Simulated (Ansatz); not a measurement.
# Ti7Si16: the cost of one run

Computed with Ansatz 0.2.0 (DFT PBE, scalar-relativistic, plane waves, PAW, unless a step's input says otherwise).

1 further run of the same task is left out (set aside as unsound or not needed).

**1. The system as given**

Symmetry: Cmcm, No. 63, orthorhombic system. Conventional cell: a = 3.548 Å, b = 13.561 Å, c = 3.579 Å, α = 90.00°, β = 90.00°, γ = 90.00°. Around Ti (site symmetry m2m) lie 10 Si at 2.59 to 2.83 Å. Si (site symmetry m2m) is surrounded by 2 Si at 2.40 Å and 6 Ti at 2.59 to 2.83 Å. Si (site symmetry m2m) has 4 Si at 2.52 Å and 4 Ti at 2.67 to 2.68 Å as nearest neighbours.

Structure file:

```cif
data_structure
_symmetry_space_group_name_H-M 'P 1'
_symmetry_Int_Tables_number 1
_cell_length_a 7.0085
_cell_length_b 7.0085
_cell_length_c 3.5792
_cell_angle_alpha 90.000
_cell_angle_beta 90.000
_cell_angle_gamma 150.679
_cell_volume 86.09
loop_
_atom_site_label
_atom_site_type_symbol
_atom_site_fract_x
_atom_site_fract_y
_atom_site_fract_z
_atom_site_occupancy
Ti1 Ti 0.89682 0.10318 0.75000 1
Ti2 Ti 0.10318 0.89682 0.25000 1
Si1 Si 0.55915 0.44085 0.75000 1
Si2 Si 0.44085 0.55915 0.25000 1
Si3 Si 0.24983 0.75017 0.75000 1
Si4 Si 0.75017 0.24983 0.25000 1
```

It goes back to an entry of the Materials Project, which need not be the stable form.

This cell was relaxed beforehand with the same method: volume 14.35 Å³/atom, gap on the mesh none (metal).

Reference energy of this cell: -7545.9677 eV (6 atoms, 10×10×10 mesh, zero smearing).

**2. Cell: 1 of 8 Ti atoms taken out at random**

From a supercell with 8 Ti sites, 1 are emptied at random; the cell stays neutral and all atoms are shaken by 0.02 Å.

The cell holds 7 Ti, 16 Si: a = 7.158 Å, b = 7.870 Å, c = 7.947 Å, α = 66.04°, β = 63.23°, γ = 62.95°.

**3. Relaxing on a coarse mesh**

Cell and atoms move without symmetry, on a coarse mesh with loose thresholds.

Contents of input.yaml:

```yaml
crystal:
  lattice:
    - [0.0, 0.0, -7.1584442808]
    - [-1.7738039275, -6.7803428759, -3.5792221404]
    - [-7.0952157102, 0.0, -3.5792221404]
  atoms:
    - { symbol: Ti, position: [0.2044456304, 0.7879463136, 0.0595748352] }
    - { symbol: Ti, position: [0.6986654507, 0.7939885594, 0.0531554502] }
    - { symbol: Ti, position: [0.4579269474, 0.7929376818, 0.5495739237] }
    - { symbol: Ti, position: [0.0488061309, 0.2082236261, 0.4486781069] }
    - { symbol: Ti, position: [0.5498293306, 0.2075038846, 0.4439175027] }
    - { symbol: Ti, position: [0.795917629, 0.2086107056, 0.9483834038] }
    - { symbol: Ti, position: [0.2918710854, 0.2059323227, 0.9497557881] }
    - { symbol: Si, position: [0.4579623806, 0.1188239157, 0.2215498718] }
    - { symbol: Si, position: [0.9596551091, 0.1154527703, 0.2182266115] }
    - { symbol: Si, position: [0.205211962, 0.1218108002, 0.7228401161] }
    - { symbol: Si, position: [0.7066980229, 0.1161783857, 0.7244882619] }
    - { symbol: Si, position: [0.7985197027, 0.8792916267, 0.2770593676] }
    - { symbol: Si, position: [0.2953334271, 0.8837366646, 0.2734785641] }
    - { symbol: Si, position: [0.5438142672, 0.8820115262, 0.7795307485] }
    - { symbol: Si, position: [0.0401285255, 0.8820873354, 0.7816645367] }
    - { symbol: Si, position: [0.6867397753, 0.5002491412, 0.3717273289] }
    - { symbol: Si, position: [0.186738233, 0.5027442144, 0.3736893478] }
    - { symbol: Si, position: [0.438096582, 0.4990185084, 0.8743862142] }
    - { symbol: Si, position: [0.9406211586, 0.4986477431, 0.8744516493] }
    - { symbol: Si, position: [0.5623363026, 0.5037705054, 0.1215554234] }
    - { symbol: Si, position: [0.0635424952, 0.5006080833, 0.1259953008] }
    - { symbol: Si, position: [0.3093536599, 0.4969551196, 0.625202519] }
    - { symbol: Si, position: [0.8180224317, 0.4952706264, 0.628124784] }
  symmetry: { detect: false }
basis:
  ecutwfc: 420
kpoints:
  mp_grid: { grid: [2, 2, 2], shift: [0.5, 0.5, 0.5] }
hamiltonian:
  xc: pbe
scf:
  occupations: { method: gaussian, width: 0.1 }
  lower_state_search: "off"
output:
  forces: true
  stress: true
  eigenvalues: true
relax:
  adjacent_minimum: "off"
  f_tol: 0.04
  max_steps: 50
  cell: { stress_tol: 0.3 }
```

Launch:

```console
ansatz run input.yaml --threads 4 --pin off --max-ram 9216MiB --backend cpu --events-out ev --progress --plain --runs-dir out
```

What time and memory should one allow on 4 threads of Arm Neoverse V1, shared host?

About 36 s, with a peak of 0.91 GiB.
